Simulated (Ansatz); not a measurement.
# Bi (P2/m) in Ansatz: convergence with wavefunction cutoff

Aim: find how far wavefunction cutoff must go before the results for Bi settle, at r2SCAN. This setting moves, with any that are tied to it; all else stays.

Program: Ansatz 0.2.0. These are calculated values, not measurements. Logs are shortened: lines on timing, memory, paths and dates and some standing lists are left out, and cuts for length are marked.

### 1 The structure

Symmetry: P2/m, No. 10, monoclinic system. The conventional cell has a = 3.238 Å, b = 3.222 Å, c = 6.444 Å, α = 90.00°, β = 90.72°, γ = 90.00°. Bi (site symmetry m) is surrounded by 6 Bi at 3.22 to 3.24 Å.

This isn't the form of Bi at room conditions, which is rhombohedral.

### 2 With wavefunction cutoff 400 eV

File input.yaml:

```yaml
crystal:
  lattice:
    - [3.238376246, 0.0, 0.0]
    - [0.0, 3.22164332, 0.0]
    - [-0.0804548793, 0.0, 6.4438887882]
  atoms:
    - { symbol: Bi, position: [0.54424725, 0.0, 0.74957789] }
    - { symbol: Bi, position: [0.45575275, 0.0, 0.25042211] }
hamiltonian:
  xc: r2scan
  pseudopotentials: { kind: nc_fr, accuracy: standard }
magnetization:
  noncollinear: true
  spin_orbit: true
kpoints:
  mp_grid: { grid: [7, 7, 4] }
scf:
  occupations: { method: methfessel_paxton, width: 0.1 }
output:
  forces: true
  stress: true
  eigenvalues: true
basis:
  ecutwfc: "400 eV"
```

Potentials or basis: PseudoDojo standard (PBE files).

Launch:

```
$ ansatz run input.yaml --threads 2 --pin off --max-ram 5632MiB --backend cpu --events-out ev --progress --plain --runs-dir out
```

Run time: 5.9 s. Hardware: 2 threads of AMD EPYC 9R45 (Zen 5), shared host; peak memory 0.59 GiB.

Results:

```
Free energy            : -4484.1636 eV
Pressure               : 0.4 GPa
Largest force          : 0.010 eV/Å
Band gap on the k mesh : none (metal or under the smearing width)
```

### 3 With wavefunction cutoff 500 eV

Changes to input.yaml since step 2:

```diff
@@ -23,2 +23,2 @@
 basis:
-  ecutwfc: "400 eV"
+  ecutwfc: "500 eV"
```

Potentials or basis: PseudoDojo standard (PBE files).

Launch:

```
$ ansatz run input.yaml --threads 2 --pin off --max-ram 5632MiB --backend cpu --events-out ev --progress --plain --runs-dir out
```

Run time: 7 s. Hardware: 2 threads of AMD EPYC 9R45 (Zen 5), shared host; peak memory 0.65 GiB.

Results:

```
Free energy            : -4511.8799 eV
Pressure               : 1.3 GPa
Largest force          : 0.018 eV/Å
Band gap on the k mesh : none (metal or under the smearing width)
```

### 4 With wavefunction cutoff 600 eV

Changes to input.yaml since step 3:

```diff
@@ -23,2 +23,2 @@
 basis:
-  ecutwfc: "500 eV"
+  ecutwfc: "600 eV"
```

Launch:

```
$ ansatz run input.yaml --threads 2 --pin off --max-ram 5632MiB --backend cpu --events-out ev --progress --plain --runs-dir out
```

Wall time 8.1 s (2 threads of AMD EPYC 9R45 (Zen 5), shared host); peak memory 0.78 GiB.

What came out:

| Quantity | Value |
| --- | --- |
| Free energy | -4518.6702 eV |
| Pressure | 1.4 GPa |
| Largest force | 0.016 eV/Å |
| Band gap on the k mesh | none (metal or under the smearing width) |

### 5 With wavefunction cutoff 700 eV

Changes to input.yaml since step 4:

```diff
@@ -23,2 +23,2 @@
 basis:
-  ecutwfc: "600 eV"
+  ecutwfc: "700 eV"
```

Launch:

```
$ ansatz run input.yaml --threads 2 --pin off --max-ram 5632MiB --backend cpu --events-out ev --progress --plain --runs-dir out
```

Run time: 10 s. Hardware: 2 threads of AMD EPYC 9R45 (Zen 5), shared host; peak memory 0.91 GiB.

Results:

* Free energy: -4519.9724 eV
* Pressure: 1.5 GPa
* Largest force: 0.017 eV/Å
* Band gap on the k mesh: none (metal or under the smearing width)

### 6 With wavefunction cutoff 850 eV

Changes to input.yaml since step 5:

```diff
@@ -23,2 +23,2 @@
 basis:
-  ecutwfc: "700 eV"
+  ecutwfc: "850 eV"
```

Potentials or basis: PseudoDojo standard (PBE files).

Launch:

```
$ ansatz run input.yaml --threads 2 --pin off --max-ram 5632MiB --backend cpu --events-out ev --progress --plain --runs-dir out
```

Run time: 13 s. Hardware: 2 threads of AMD EPYC 9R45 (Zen 5), shared host; peak memory 1.1 GiB.

Results (log left out):

```
Free energy            : -4520.1731 eV
Pressure               : 1.5 GPa
Largest force          : 0.017 eV/Å
Band gap on the k mesh : none (metal or under the smearing width)
```

### 7 With wavefunction cutoff 1000 eV

Changes to input.yaml since step 6:

```diff
@@ -23,2 +23,2 @@
 basis:
-  ecutwfc: "850 eV"
+  ecutwfc: "1000 eV"
```

Launch:

```
$ ansatz run input.yaml --threads 2 --pin off --max-ram 5632MiB --backend cpu --events-out ev --progress --plain --runs-dir out
```

Run time: 18 s. Hardware: 2 threads of AMD EPYC 9R45 (Zen 5), shared host; peak memory 1.3 GiB.

Results (log left out):

```yaml
Free_energy: -4520.1781 eV
Pressure: 1.5 GPa
Largest_force: 0.017 eV/Å
Band_gap_on_the_k_mesh: none (metal or under the smearing width)
```

### 8 With wavefunction cutoff 1200 eV

Changes to input.yaml since step 7:

```diff
@@ -23,2 +23,2 @@
 basis:
-  ecutwfc: "1000 eV"
+  ecutwfc: "1200 eV"
```

Launch:

```
$ ansatz run input.yaml --threads 2 --pin off --max-ram 5632MiB --backend cpu --events-out ev --progress --plain --runs-dir out
```

It took 25 s on 2 threads of AMD EPYC 9R45 (Zen 5), shared host; peak memory 1.6 GiB.

It converged, with:

```yaml
Free_energy: -4520.1783 eV
Pressure: 1.5 GPa
Largest_force: 0.017 eV/Å
Band_gap_on_the_k_mesh: none (metal or under the smearing width)
```

### 9 With wavefunction cutoff 1400 eV

Changes to input.yaml since step 8:

```diff
@@ -23,2 +23,2 @@
 basis:
-  ecutwfc: "1200 eV"
+  ecutwfc: "1400 eV"
```

Potentials or basis: PseudoDojo standard (PBE files).

Launch:

```
$ ansatz run input.yaml --threads 2 --pin off --max-ram 5632MiB --backend cpu --events-out ev --progress --plain --runs-dir out
```

Wall time 29 s (2 threads of AMD EPYC 9R45 (Zen 5), shared host); peak memory 1.9 GiB.

The run converged. Its results:

```yaml
Free_energy: -4520.1785 eV
Pressure: 1.5 GPa
Largest_force: 0.017 eV/Å
Band_gap_on_the_k_mesh: none (metal or under the smearing width)
```

### 10 With wavefunction cutoff 1700 eV

Changes to input.yaml since step 9:

```diff
@@ -23,2 +23,2 @@
 basis:
-  ecutwfc: "1400 eV"
+  ecutwfc: "1700 eV"
```

Potentials or basis: PseudoDojo standard (PBE files).

Launch:

```
$ ansatz run input.yaml --threads 2 --pin off --max-ram 5632MiB --backend cpu --events-out ev --progress --plain --runs-dir out
```

Output:

```text
Warning: hamiltonian.xc reads the kinetic-energy density τ on the library's norm-conserving files, and those of Bi were made for PBE. This build holds files of Bi that were made for r²SCAN, which a deck under this functional can read where it names no table (hamiltonian.pseudopotentials.accuracy or source), types no xc_functional and has no exact exchange, max_exx_coeff or level of output.embedding that keeps them out. To compare such runs, type hamiltonian.pseudopotentials: {kind: paw, frozen_core: stored} on both or, where PAW refuses one, {kind: nc, accuracy: standard}
Warning: RAYON_NUM_THREADS=2 ignored (pool sized by the plan → 2); use --threads N
Engine: ansatz 0.2.0, x86_64-unknown-linux-gnu
Pseudopotentials: kind: nc_fr
Pseudopotential: Bi, nc_fr, valence charge 15, recommended cutoff 897.975746 eV (normal), Bi.nc_fr.azcp (PseudoDojo's, or run here from an input of PseudoDojo's; its table is named by hamiltonian.pseudopotentials.accuracy)
Functional definition: r2SCAN
  parameter k0 = 0.174
  parameter k1 = 0.065
  parameter a1 = 4.9479
  exchange = r2scan_x(k0 = k0, k1 = k1, a1 = a1)
  correlation = r2scan_c
non-collinear run that drives no moment, with spin-orbit: no starting moment large enough to seed its density (crystal.atoms[].spin), no starting occupations that ask for one, no magnetisation constraint and no magnetic field, so the semilocal B_xc is pinned to zero
Crystal: 2 atoms, lattice volume = 67.228 Å³
Basis set: ecut = 1700 eV, 10723 PW (Γ), exchange–correlation on 180×180×360 points (64 copies of the dense FFT grid, shifted against one another)
Bands: 38, of which v1, the nominal top of the filled ones, is band 30 counted from 1 (29 counted from 0)
Symmetry: 4 space group operations + 4 with time reversal
Magnetic group: BNS 10.43 (UNI 50), of the structure as read, at distance tolerance 4.1e-5 Å
k-points: 60 of 196
Projection manifold: j_resolved (fully-relativistic pseudo-atomic orbitals)
Non-local potential: Bi, projectors of the file, l = 0: 2, l = 1: 4, l = 2: 4, l = 3: 4
Initial density: superposition of atomic densities (chi_scale 0.1, normalization cell)
Initial wavefunctions: pseudopotential atomic-orbital guess
Functional: x = r2scan, c = r2scan; τ floored in thin density (d = 2e-4 eV/Å³)
iter 1 solved again at ethr=3.23e-4 eV; its pass at ethr=3.10e-3 eV (dr2=9.69e-2 eV) is discarded
SCF iter   1: F=—  HF=-4520.174751 eV  |F-HF|=—  |Δ(HF+E_count)|=         —  Δρ=9.11e-3  dr2=9.43e-2  dr2_τ=5.11e-3  dr2_m=0.00e0 (ungated)  ethr=3.23e-4  |M|=0.00e0 ∫|m|=0.00e0 μB  |m|>n=0.0e0 m-floor=0.0e0 τ_xc=0.0e0  β_m=0.30  ⟨swp⟩=1.2  Hψ=7693  notcnv=0
preconditioner: auto → Kerker (q_TF=auto, 2.385 Å⁻¹)  [metal: Δε(μ)=0.026 eV  Ē_g=21.060 eV  σ=0.100 eV  W_gap=0.22  n_scr=16 (ndim 8)  ℏωp=24.8 eV  f_vac=0.000  D(μ)=3.51/eV (n_scr^D=38)]
spin=Noncollinear: Kerker preconditioning applied to the charge; magnetization (m_x, m_y, m_z) channels mix plain (no charge-response kernel on spin).
SCF iter   2: F=—  HF=-4520.176334 eV  |F-HF|=—  |Δ(HF+E_count)|=   1.58e-3  S|Δr|=    0.00e0  Δρ=7.39e-3  dr2=6.39e-2  dr2_τ=2.12e-4  dr2_m=0.00e0 (ungated)  ethr=3.14e-4  |M|=0.00e0 ∫|m|=0.00e0 μB  |m|>n=0.0e0 m-floor=0.0e0 τ_xc=0.0e0  β_m=0.49  ⟨swp⟩=1.2  Hψ=1150  notcnv=0
SCF iter   3: F=—  HF=-4520.178404 eV  |F-HF|=—  |Δ(HF+E_count)|=   2.07e-3  S|Δr|=    0.00e0  Δρ=2.58e-3  dr2=8.69e-3  dr2_τ=1.58e-4  dr2_m=0.00e0 (ungated)  ethr=2.13e-4  |M|=0.00e0 ∫|m|=0.00e0 μB  |m|>n=0.0e0 m-floor=0.0e0 τ_xc=0.0e0  β_m=0.82  ⟨swp⟩=2.7  Hψ=2073  notcnv=0
SCF iter   4: F=—  HF=-4520.178647 eV  |F-HF|=—  |Δ(HF+E_count)|=   2.43e-4  S|Δr|=    0.00e0  Δρ=5.72e-4  dr2=1.29e-4  dr2_τ=8.00e-5  dr2_m=0.00e0 (ungated)  ethr=2.90e-5  |M|=0.00e0 ∫|m|=0.00e0 μB  |m|>n=0.0e0 m-floor=0.0e0 τ_xc=0.0e0  β_m=0.91  ⟨swp⟩=2.1  Hψ=1706  notcnv=0
SCF iter   5: F=—  HF=-4520.178784 eV  |F-HF|=—  |Δ(HF+E_count)|=   1.38e-4  S|Δr|=    0.00e0  Δρ=1.60e-4  dr2=1.59e-5  dr2_τ=6.84e-6  dr2_m=0.00e0 (ungated)  ethr=4.30e-7  |M|=0.00e0 ∫|m|=0.00e0 μB  |m|>n=0.0e0 m-floor=0.0e0 τ_xc=0.0e0  β_m=0.96  ⟨swp⟩=2.6  Hψ=1998  notcnv=0
SCF iter   6: F=—  HF=-4520.178735 eV  |F-HF|=—  |Δ(HF+E_count)|=   4.91e-5  S|Δr|=    0.00e0  Δρ=3.87e-5  dr2=6.94e-7  dr2_τ=3.09e-7  dr2_m=0.00e0 (ungated)  ethr=5.31e-8  |M|=0.00e0 ∫|m|=0.00e0 μB  |m|>n=0.0e0 m-floor=0.0e0 τ_xc=0.0e0  β_m=0.95  ⟨swp⟩=3.0  Hψ=2084  notcnv=0
SCF iter   7: F=-4520.178736 eV  HF=-4520.178735 eV  |F-HF|=6.67e-8  |Δ(HF+E_count)|=   3.33e-7  S|Δr|=    0.00e0  Δρ=1.15e-5  dr2=6.69e-8  dr2_τ=1.57e-8  dr2_m=0.00e0 (ungated)  ethr=3.33e-10  |M|=0.00e0 ∫|m|=0.00e0 μB  |m|>n=0.0e0 m-floor=0.0e0 τ_xc=0.0e0  ⟨swp⟩=8.7  Hψ=6299  notcnv=0
SCF 1 converged in 7 iterations: F = -4520.178736 eV  dr2 = 6.69e-8
SCF converged after 7 iterations
Stability not checked: this state was not tested for a lower state beside it, because cold or Methfessel-Paxton smearing, or corrected tetrahedra, fill the levels in a way that the test cannot read (fill_not_monotonic; see scf.lower_state_search)
Magnetization: |M| = 0.0000 μB,  M = (+0.0000, +0.0000, +0.0000) μB
Absolute magnetization: 0.0000 μB (∫|m|)
  site 0: m = (+0.0000, +0.0000, +0.0000) μB, |m| = 0.0000 μB  (R = 1.33 Å)
  site 1: m = (+0.0000, +0.0000, +0.0000) μB, |m| = 0.0000 μB  (R = 1.33 Å)
Free energy (F): -4520.178736 eV
Harris-Foulkes:  -4520.178735 eV  (|F-HF|=6.67e-8)
Internal energy: -4520.175689 eV  (E = F + TS)
E sigma→0 (E₀):  -4520.177974 eV
Entropy (-TS):   -0.003047 eV (-1.523 meV/atom)
Fermi energy:    10.016716 eV
--- Per-component energies (eV) ---
  E_band       = -206.755509
  E_kinetic    = 2121.856669
  E_local      = -2667.398908  (includes V_loc(G=0)·N_el)
  E_nonlocal   = -822.007586
  E_hartree    = 934.972992
  E_xc         = -1237.937351
  E_vxc        = -770.524440  (∫ρ·V_xc dr)
  E_vtau       = 61.370430  (kinetic-family band-sum trace: ∫τ·v_τ [+ j·A + Jᵃ·Aᵃ] dr)
  E_ewald      = -2849.661505
  E_smearing   = -0.003047  (= −TS)
  E_closure    = 0.000000  (closes the sum)
  Σ components = -4520.178736   (vs F -4520.178736, Δ=0.00e0)
--- Forces (eV/Å), atoms counted from 1 ---
  atom   1  Bi     0.01169105    -0.00000000     0.01206062
  atom   2  Bi    -0.01169105     0.00000000    -0.01206062
  max |Σ_I F_I| component: 3.47e-18 eV/Å
--- Stress (GPa, compression-positive) ---
        1.210883       0.000000      -0.066196
        0.000000       2.030220       0.000000
       -0.066196       0.000000       1.134342
  P = ⅓ Tr σ = 1.4585 GPa (14.585 kbar)
--- Band table (eV; the first three rows and the last of 60) ---
  k-point 0: bands = ["-14.2954", "-14.2954", "-14.2767", "-14.2767", "-14.2699", "-14.2699", "-14.2237", "-14.2237", "-11.3857", "-11.3857", "-11.3741", "-11.3741", "-11.3593", "-11.3593", "-11.2349", "-11.2349", "-11.1780", "-11.1780", "-11.1216", "-11.1216", "-3.6704", "-3.6704", "-1.6551", "-1.6551", "4.8524", "4.8524", "11.4357", "11.4357", "14.0013", "14.0013", "14.4051", "14.4051", "14.4502", "14.4502", "16.4184", "16.4184", "17.3547", "17.3547"]
  k-point 1: bands = ["-14.2841", "-14.2841", "-14.2754", "-14.2754", "-14.2706", "-14.2706", "-14.2326", "-14.2326", "-11.3747", "-11.3747", "-11.3644", "-11.3644", "-11.3578", "-11.3578", "-11.2585", "-11.2585", "-11.1705", "-11.1705", "-11.1300", "-11.1300", "-3.4662", "-3.4662", "-2.0963", "-2.0963", "5.8195", "5.8195", "10.5905", "10.5905", "13.2856", "13.2856", "13.7646", "13.7646", "14.6712", "14.6712", "16.0541", "16.0541", "18.0155", "18.0155"]
  k-point 2: bands = ["-14.2740", "-14.2740", "-14.2738", "-14.2738", "-14.2569", "-14.2569", "-14.2551", "-14.2551", "-11.3666", "-11.3666", "-11.3660", "-11.3660", "-11.3143", "-11.3143", "-11.3099", "-11.3099", "-11.1522", "-11.1522", "-11.1495", "-11.1495", "-2.8971", "-2.8971", "-2.8715", "-2.8715", "8.0776", "8.0776", "8.1144", "8.1144", "13.2637", "13.2637", "13.3149", "13.3149", "15.2673", "15.2673", "15.3257", "15.3257", "18.5593", "18.5593"]
  k-point 59: bands = ["-14.2633", "-14.2633", "-14.2244", "-14.2244", "-14.1936", "-14.1936", "-14.1839", "-14.1839", "-11.3478", "-11.3478", "-11.2997", "-11.2997", "-11.2900", "-11.2900", "-11.1649", "-11.1649", "-11.1099", "-11.1099", "-11.0992", "-11.0992", "0.2008", "0.2008", "1.5406", "1.5406", "6.4554", "6.4554", "7.1857", "7.1857", "7.9774", "7.9774", "9.2833", "9.2833", "10.0268", "10.0268", "14.2868", "14.2868", "14.9970", "14.9970"]
```

Run time: 44 s. Hardware: 2 threads of AMD EPYC 9R45 (Zen 5), shared host; peak memory 2.5 GiB.

Results:

```yaml
Free_energy: -4520.1787 eV
Pressure: 1.5 GPa
Largest_force: 0.017 eV/Å
Band_gap_on_the_k_mesh: none (metal or under the smearing width)
```

### 11 Summary

```csv
wavefunction cutoff,"energy less the tightest run, at zero smearing (meV/atom)",pressure (GPa),largest force (eV/Å),SCF cycles,CPU time (s),peak memory (GiB)
400 eV,18007.56,0.41,0.010,8,12,0.59
500 eV,4149.46,1.32,0.018,8,14,0.65
600 eV,754.28,1.37,0.016,7,16,0.78
700 eV,103.18,1.45,0.017,7,21,0.91
850 eV,2.81,1.46,0.017,7,25,1.1
1000 eV,0.29,1.46,0.017,7,36,1.3
1200 eV,0.20,1.46,0.017,7,49,1.6
1400 eV,0.12,1.46,0.017,7,57,1.9
1700 eV,0.00,1.46,0.017,7,87,2.5
```

Against the tightest run, the energy stays within 1 meV/atom from 1000 eV on; the pressure stays within 0.1 GPa from 600 eV on; the largest force stays within 0.005 eV/Å from 500 eV on. The tightest run that finished is the yardstick and may itself not be fully converged.

Caveats: the meta-GGA runs on potentials made for a GGA; the potentials were made for another functional, which shifts forces and pressure.
